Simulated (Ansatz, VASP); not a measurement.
## Cu in VASP and in Ansatz

```
Cu
1.0
    -1.42329    1.42329    1.35748
     1.42329   -1.42329    1.35748
     1.42329    1.42329   -1.35748
Cu
1
Direct
  0.00000 0.00000 0.00000
```

Change from the starting cell: volume scaled by 0.96.

Alike in both runs: task single point; functional LDA; k mesh 13 × 13 × 13; occupations fermi-dirac, width 0.05 eV; no spin polarisation.

|  | VASP | Ansatz |
| --- | --- | --- |
| version | VASP 6.6.1 | Ansatz 0.2.0 |
| potentials or method | VASP PAW LDA potentials, release 64 (Cu), cutoff 520 eV | all-electron LAPW, scalar-relativistic |

|  | VASP | Ansatz | Ansatz less VASP |
| --- | --- | --- | --- |
| gap on the k mesh at the Fermi level (eV) | none | none | - |
| pressure (GPa) | 0.0 | -1.2 | -1.12 |

A gap of «none» marks a metal or a gap that the smearing closes. Ansatz ran all-electron here, so the differences hold the error of VASP's frozen core and of both bases.
